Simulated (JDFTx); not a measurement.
# NiO (Fm-3m) in JDFTx: further runs

Aim: see how the results for NiO move with the level of theory and the settings. Levels: LDA, PBEsol. Tasks: band structure.

Program: JDFTx 1.7.0 (patched build). These are calculated values, not measurements. Logs are shortened: lines on timing, memory, paths and dates and some standing lists are left out, and cuts for length are marked. The log counts tension as positive stress, the text compression.

**Measured values to compare with.**

From “Local correlations, non-local screening, multiplets, and band formation in NiO”, 2012, arxiv:1210.6675, for a bulk crystal of NiO: band gap 4.3 eV.

The runs below are set against these values where they give the same quantity.

### Step 1. The structure

Symmetry: Fm-3m, No. 225, cubic system. Conventional cell: a = 4.172 Å, b = 4.172 Å, c = 4.172 Å, α = 90.00°, β = 90.00°, γ = 90.00°. Around Ni (site symmetry m-3m) lie 6 O at 2.09 Å. O (site symmetry m-3m) has 6 Ni at 2.09 Å as nearest neighbours.

### Step 2. Band structure, LDA, collinear spin, ferromagnetic start

bands.in reads:

```
include NiO.lattice
coords-type Lattice
include NiO.ionpos

ion-species pseudo/Ni.upf
ion-species pseudo/O.upf
elec-cutoff 49 392
elec-ex-corr lda-PW
elec-smearing Fermi 0.0018374661
elec-n-bands 19
spintype z-spin
initial-magnetic-moments Ni 1
elec-initial-magnetization 0.327 yes
electronic-minimize nIterations 30 energyDiffThreshold 1e-06
davidson-band-ratio 1.3
forces-output-coords Cartesian
include path.kpoints
symmetries none
fix-electron-density run.$VAR

dump-name bands.$VAR
dump End Ecomponents EigStats BandEigs Kpoints Forces
```

NiO.lattice reads:

```
lattice \
    0.0000000000     3.9417828252     3.9417828252 \
    3.9417828252     0.0000000000     3.9417828252 \
    3.9417828252     3.9417828252     0.0000000000
```

NiO.ionpos reads:

```
ion Ni     0.0000000000     0.0000000000     0.0000000000 1
ion O      0.5000000000     0.5000000000     0.5000000000 1
```

path.kpoints reads:

```
kpoint +0.0000000000 +0.0000000000 +0.0000000000 0.020000000000
kpoint +0.0714285714 +0.0000000000 +0.0714285714 0.020000000000
kpoint +0.1428571429 +0.0000000000 +0.1428571429 0.020000000000
kpoint +0.2142857143 +0.0000000000 +0.2142857143 0.020000000000
kpoint +0.2857142857 +0.0000000000 +0.2857142857 0.020000000000
kpoint +0.3571428571 +0.0000000000 +0.3571428571 0.020000000000
kpoint +0.4285714286 +0.0000000000 +0.4285714286 0.020000000000
kpoint +0.5000000000 +0.0000000000 +0.5000000000 0.020000000000
kpoint +0.5000000000 +0.0833333333 +0.5833333333 0.020000000000
kpoint +0.5000000000 +0.1666666667 +0.6666666667 0.020000000000
kpoint +0.5000000000 +0.2500000000 +0.7500000000 0.020000000000
kpoint +0.4375000000 +0.3125000000 +0.7500000000 0.020000000000
kpoint +0.3750000000 +0.3750000000 +0.7500000000 0.020000000000
kpoint +0.3281250000 +0.3281250000 +0.6562500000 0.020000000000
kpoint +0.2812500000 +0.2812500000 +0.5625000000 0.020000000000
kpoint +0.2343750000 +0.2343750000 +0.4687500000 0.020000000000
kpoint +0.1875000000 +0.1875000000 +0.3750000000 0.020000000000
kpoint +0.1406250000 +0.1406250000 +0.2812500000 0.020000000000
kpoint +0.0937500000 +0.0937500000 +0.1875000000 0.020000000000
kpoint +0.0468750000 +0.0468750000 +0.0937500000 0.020000000000
kpoint +0.0000000000 +0.0000000000 +0.0000000000 0.020000000000
kpoint +0.0833333333 +0.0833333333 +0.0833333333 0.020000000000
kpoint +0.1666666667 +0.1666666667 +0.1666666667 0.020000000000
kpoint +0.2500000000 +0.2500000000 +0.2500000000 0.020000000000
kpoint +0.3333333333 +0.3333333333 +0.3333333333 0.020000000000
kpoint +0.4166666667 +0.4166666667 +0.4166666667 0.020000000000
kpoint +0.5000000000 +0.5000000000 +0.5000000000 0.020000000000
kpoint +0.5250000000 +0.4500000000 +0.5250000000 0.020000000000
kpoint +0.5500000000 +0.4000000000 +0.5500000000 0.020000000000
kpoint +0.5750000000 +0.3500000000 +0.5750000000 0.020000000000
kpoint +0.6000000000 +0.3000000000 +0.6000000000 0.020000000000
kpoint +0.6250000000 +0.2500000000 +0.6250000000 0.020000000000
kpoint +0.5625000000 +0.2500000000 +0.6875000000 0.020000000000
kpoint +0.5000000000 +0.2500000000 +0.7500000000 0.020000000000
kpoint +0.5000000000 +0.2916666667 +0.7083333333 0.020000000000
kpoint +0.5000000000 +0.3333333333 +0.6666666667 0.020000000000
kpoint +0.5000000000 +0.3750000000 +0.6250000000 0.020000000000
kpoint +0.5000000000 +0.4166666667 +0.5833333333 0.020000000000
kpoint +0.5000000000 +0.4583333333 +0.5416666667 0.020000000000
kpoint +0.5000000000 +0.5000000000 +0.5000000000 0.020000000000
kpoint +0.4791666667 +0.4791666667 +0.5416666667 0.020000000000
kpoint +0.4583333333 +0.4583333333 +0.5833333333 0.020000000000
kpoint +0.4375000000 +0.4375000000 +0.6250000000 0.020000000000
kpoint +0.4166666667 +0.4166666667 +0.6666666667 0.020000000000
kpoint +0.3958333333 +0.3958333333 +0.7083333333 0.020000000000
kpoint +0.3750000000 +0.3750000000 +0.7500000000 0.020000000000
kpoint +0.6250000000 +0.2500000000 +0.6250000000 0.020000000000
kpoint +0.5833333333 +0.1666666667 +0.5833333333 0.020000000000
kpoint +0.5416666667 +0.0833333333 +0.5416666667 0.020000000000
kpoint +0.5000000000 +0.0000000000 +0.5000000000 0.020000000000
```

Potentials or basis: PseudoDojo-SR-LDA-0.4.1-standard with smoothed tails.

Started as:

```
$ jdftx -c 1 -i bands.in -o bands.out
```

What it wrote:

```text
*************** JDFTx 1.7.0 (patched build) ***************

Input parsed successfully to the following command list (including defaults):
[... the input with its defaults ...]

---------- Initializing the Grid ----------
R =
[            0      3.94178      3.94178  ]
[      3.94178            0      3.94178  ]
[      3.94178      3.94178            0  ]
unit cell volume = 122.492
G =
[  -0.796998   0.796998   0.796998  ]
[   0.796998  -0.796998   0.796998  ]
[   0.796998   0.796998  -0.796998  ]
Minimum fftbox size, Smin = [  52  52  52  ]
Chosen fftbox size, S = [  54  54  54  ]

---------- Initializing tighter grid for wavefunction operations ----------
R =
[            0      3.94178      3.94178  ]
[      3.94178            0      3.94178  ]
[      3.94178      3.94178            0  ]
unit cell volume = 122.492
G =
[  -0.796998   0.796998   0.796998  ]
[   0.796998  -0.796998   0.796998  ]
[   0.796998   0.796998  -0.796998  ]
Minimum fftbox size, Smin = [  36  36  36  ]
Chosen fftbox size, S = [  36  36  36  ]

---------- Exchange Correlation functional ----------
Initalized Slater LDA exchange.
Initalized Perdew-Wang LDA correlation.

---------- Setting up pseudopotentials ----------
Width of ionic core gaussian charges (only for fluid interactions / plotting) set to 0

Reading pseudopotential file 'pseudo/Ni.upf':
  'Ni' pseudopotential, 'SLA  PW   NOGX NOGC' functional
  Generated using ONCVPSP code by D. R. Hamann
  18 valence electrons, 4 orbitals, 6 projectors, 1001 radial grid points, with lMax = 2
    3S    l: 0   occupation:  2.0   eigenvalue: -4.060835
    3P    l: 1   occupation:  6.0   eigenvalue: -2.618750
    3D    l: 2   occupation:  8.0   eigenvalue: -0.335900
    4S    l: 0   occupation:  2.0   eigenvalue: -0.215335
  Core radius for overlap checks: 1.60 bohrs.

Reading pseudopotential file 'pseudo/O.upf':
  'O' pseudopotential, 'SLA  PW   NOGX NOGC' functional
  Generated using ONCVPSP code by D. R. Hamann
  6 valence electrons, 2 orbitals, 5 projectors, 926 radial grid points, with lMax = 2
    2S    l: 0   occupation:  2.0   eigenvalue: -0.872925
    2P    l: 1   occupation:  4.0   eigenvalue: -0.338004
  Core radius for overlap checks: 1.39 bohrs.

Initialized 2 species with 2 total atoms.

Folded 50 k-points by 1x1x1 to 50 k-points.

---------- Setting up k-points, bands, fillings ----------
No reducable k-points.
Computing the number of bands and number of electrons
Calculating initial fillings.
nElectrons:  24.000000   nBands: 19   nStates: 100

----- Setting up reduced wavefunction bases (one per k-point) -----
average nbasis = 2009.140 , ideal nbasis = 2006.763

---------- Setting up ewald sum ----------
Optimum gaussian width for ewald sums = 1.790290 bohr.
Real space sum over 1331 unit cells with max indices [  5  5  5  ]
Reciprocal space sum over 2197 terms with max indices [  6  6  6  ]

---------- Allocating electronic variables ----------
Reading n_up from file 'run.n_up' ... done
Reading n_dn from file 'run.n_dn' ... done
Initializing wave functions:  linear combination of atomic orbitals
Note: number of bands (19) exceeds available atomic orbitals (14)

----------- Band structure minimization -------------
Minimization will be done independently for each quantum number.

---- Minimization of quantum number:     0  [ +0.0000000 +0.0000000 +0.0000000 ]  0.020000000  spin +1 ----
BandDavidson: Iter:   0  Eband: +0.043307834009209
BandDavidson: Iter:   1  Eband: +0.030377408559639  dEband: -1.293043e-02
BandDavidson: Iter:   2  Eband: +0.028447703354836  dEband: -1.929705e-03
BandDavidson: Iter:   3  Eband: +0.028153681677218  dEband: -2.940217e-04
[... 1076 lines of inner loops ...]
BandDavidson: Iter:   4  Eband: +0.022960350405403  dEband: -4.577945e-06
BandDavidson: Iter:   5  Eband: +0.022959578472556  dEband: -7.719328e-07
BandDavidson: Converged (dEband<1.000000e-06)
	FillingsUpdate:  mu: +0.513628204  nElectrons: 24.000000  magneticMoment: [ Abs: 0.32723  Tot: +0.32701 ]
WARNING: these k-points are no uniform mesh, so that mu and the fillings of partly filled bands are only those of these points: take mu from the calculation that made the density or potential.

Dumping 'bands.eigStats' ...
	eMin: -3.238832 at state 20 ( [ +0.000000 +0.000000 +0.000000 ] spin 1 )
	HOMO: +0.515632 at state 33 ( [ +0.500000 +0.250000 -0.250000 ] spin 1 )
	mu  : +0.513628
	LUMO: +0.512566 at state 68 ( [ +0.093750 +0.093750 +0.187500 ] spin -1 )
	eMax: +1.586951 at state 55 ( [ +0.357143 +0.000000 +0.357143 ] spin -1 )
	HOMO-LUMO gap: -0.003067
	Optical gap  : +0.010924 at state 55 ( [ +0.357143 +0.000000 +0.357143 ] spin -1 )
Done!
[note: mu, HOMO and LUMO in a band run belong to the points of the path alone and aren't those of the crystal]
```

It took 36 s on 1 thread of Arm Neoverse V1, shared host; peak memory 0.11 GiB.

Results:

| Item | Value |
| --- | --- |
| Band gap along the path | none (metal or under the smearing width) |

Levels at the corners of the path, in eV from the Fermi level:
Spin up:
```tsv
point	band 9	band 10	band 11	band 12	band 13	band 14	band 15	band 16
Γ	-1.84	-1.84	-1.84	-1.81	-1.81	1.72	17.82	19.02
X	-2.83	-1.42	-0.86	-0.73	-0.73	6.31	10.47	12.47
W	-1.14	-1.14	-0.99	-0.73	-0.16	8.59	10.68	10.68
K	-1.76	-0.87	-0.68	-0.67	-0.15	7.92	10.40	10.45
Γ	-1.84	-1.84	-1.84	-1.81	-1.81	1.72	17.82	19.02
L	-1.02	-1.02	-0.63	1.13	1.13	5.66	9.97	14.08
U	-1.76	-0.87	-0.68	-0.67	-0.15	7.92	10.40	10.45
W	-1.14	-1.14	-0.99	-0.73	-0.16	8.59	10.68	10.68
L	-1.02	-1.02	-0.63	1.13	1.13	5.66	9.97	14.08
K	-1.76	-0.87	-0.68	-0.67	-0.15	7.92	10.40	10.45
U	-1.76	-0.87	-0.68	-0.67	-0.15	7.92	10.40	10.45
X	-2.83	-1.42	-0.86	-0.73	-0.73	6.31	10.47	12.47
```
Spin down:
```csv
point,band 9,band 10,band 11,band 12,band 13,band 14,band 15,band 16
Γ,-1.65,-1.65,-1.65,-1.42,-1.42,1.78,17.82,19.08
X,-2.66,-1.02,-0.51,-0.51,-0.46,6.39,10.53,12.55
W,-0.95,-0.95,-0.59,-0.51,0.20,8.67,10.74,10.74
K,-1.56,-0.65,-0.48,-0.29,0.20,7.99,10.47,10.52
Γ,-1.65,-1.65,-1.65,-1.42,-1.42,1.78,17.82,19.08
L,-0.79,-0.79,-0.43,1.44,1.44,5.70,10.06,14.13
U,-1.56,-0.65,-0.48,-0.29,0.20,7.99,10.47,10.52
W,-0.95,-0.95,-0.59,-0.51,0.20,8.67,10.74,10.74
L,-0.79,-0.79,-0.43,1.44,1.44,5.70,10.06,14.13
K,-1.56,-0.65,-0.48,-0.29,0.20,7.99,10.47,10.52
U,-1.56,-0.65,-0.48,-0.29,0.20,7.99,10.47,10.52
X,-2.66,-1.02,-0.51,-0.51,-0.46,6.39,10.53,12.55
```

Caveat: semilocal functionals often make such compounds metallic where correlation or magnetic order opens a gap, which also shifts bond lengths.

### Step 3. Band structure, PBEsol, collinear spin, ferromagnetic start

bands.in reads:

```
lattice \
    0.0000000000     2.0859016414     2.0859016414 \
    2.0859016414     0.0000000000     2.0859016414 \
    2.0859016414     2.0859016414     0.0000000000
latt-scale 1.889726124626 1.889726124626 1.889726124626
coords-type Lattice
ion Ni     0.0000000000     0.0000000000     0.0000000000 1
ion O      0.5000000000     0.5000000000     0.5000000000 1

ion-species pseudo/Ni.upf
ion-species pseudo/O.upf
elec-cutoff 49 392
elec-ex-corr gga-PBEsol
elec-smearing Fermi 0.0018374661
elec-n-bands 19
spintype z-spin
initial-magnetic-moments Ni 1
elec-initial-magnetization 1.54978 yes
electronic-minimize nIterations 30 energyDiffThreshold 1e-06
davidson-band-ratio 1.3
forces-output-coords Cartesian
include path.kpoints
symmetries none
fix-electron-density run.$VAR

dump-name bands.$VAR
dump End Ecomponents EigStats BandEigs Kpoints Forces
```

path.kpoints is that of step 2.

Potentials or basis: PseudoDojo-SR-PBEsol-0.4.1-standard with smoothed tails.

Started as:

```
$ jdftx -c 1 -i bands.in -o bands.out
```

Run time: 38 s. Hardware: 1 thread of Arm Neoverse V1, shared host; peak memory 0.13 GiB.

It converged, with:

```yaml
Band_gap_along_the_path: none (metal or under the smearing width)
```

Levels at the corners of the path, in eV from the Fermi level:
Spin up:
```
point  band 10  band 11  band 12  band 13  band 14  band 15  band 16
    Γ    -2.95    -2.49    -2.49    -2.49     1.50    17.64    18.78
    X    -2.60    -2.03    -1.44    -1.44     6.12    10.43    12.12
    W    -1.75    -1.75    -1.44    -1.11     8.45    10.54    10.54
    K    -1.69    -1.57    -1.35    -1.05     7.76    10.21    10.37
    Γ    -2.95    -2.49    -2.49    -2.49     1.50    17.64    18.78
    L    -1.76    -1.25     0.39     0.39     5.48     9.90    13.94
    U    -1.69    -1.57    -1.35    -1.05     7.76    10.21    10.37
    W    -1.75    -1.75    -1.44    -1.11     8.45    10.54    10.54
    L    -1.76    -1.25     0.39     0.39     5.48     9.90    13.94
    K    -1.69    -1.57    -1.35    -1.05     7.76    10.21    10.37
    U    -1.69    -1.57    -1.35    -1.05     7.76    10.21    10.37
    X    -2.60    -2.03    -1.44    -1.44     6.12    10.43    12.12
```
Spin down:
```csv
point,band 8,band 9,band 10,band 11,band 12,band 13,band 14,band 15
Γ,-2.64,-1.66,-1.66,-1.66,-0.78,-0.78,1.79,17.59
X,-4.00,-2.69,-0.52,-0.52,-0.35,0.20,6.47,10.75
W,-5.33,-0.91,-0.91,-0.52,0.07,0.82,8.89,10.84
K,-4.56,-1.51,-0.66,-0.46,0.34,0.84,8.12,10.52
Γ,-2.64,-1.66,-1.66,-1.66,-0.78,-0.78,1.79,17.59
L,-4.96,-0.76,-0.76,-0.39,2.07,2.07,5.62,10.36
U,-4.56,-1.51,-0.66,-0.46,0.34,0.84,8.12,10.52
W,-5.33,-0.91,-0.91,-0.52,0.07,0.82,8.89,10.84
L,-4.96,-0.76,-0.76,-0.39,2.07,2.07,5.62,10.36
K,-4.56,-1.51,-0.66,-0.46,0.34,0.84,8.12,10.52
U,-4.56,-1.51,-0.66,-0.46,0.34,0.84,8.12,10.52
X,-4.00,-2.69,-0.52,-0.52,-0.35,0.20,6.47,10.75
```

Caveat: semilocal functionals often make such compounds metallic where correlation or magnetic order opens a gap, which also shifts bond lengths.

### Step 4. How close it comes

Step 2. Against the measured gap of NiO, 4.3 eV (quoted in “Local correlations, non-local screening, multiplets, and band formation in NiO”, 2012, arxiv:1210.6675), the calculated 0.00 eV is off by -4.30 eV. So large a miss can be the level of theory's own, or it may mean another phase, state or a wrong row. The value is that of LDA, without temperature or zero-point motion. Semilocal functionals fall short of measured gaps as a rule.

Step 3. Measured gap of NiO: 4.3 eV (quoted in “Local correlations, non-local screening, multiplets, and band formation in NiO”, 2012, arxiv:1210.6675). This calculation gives 0.00 eV (-4.30 eV). So large a miss can be the level of theory's own, or it may mean another phase, state or a wrong row. The value is that of PBEsol, without temperature or zero-point motion. Semilocal functionals fall short of measured gaps as a rule.
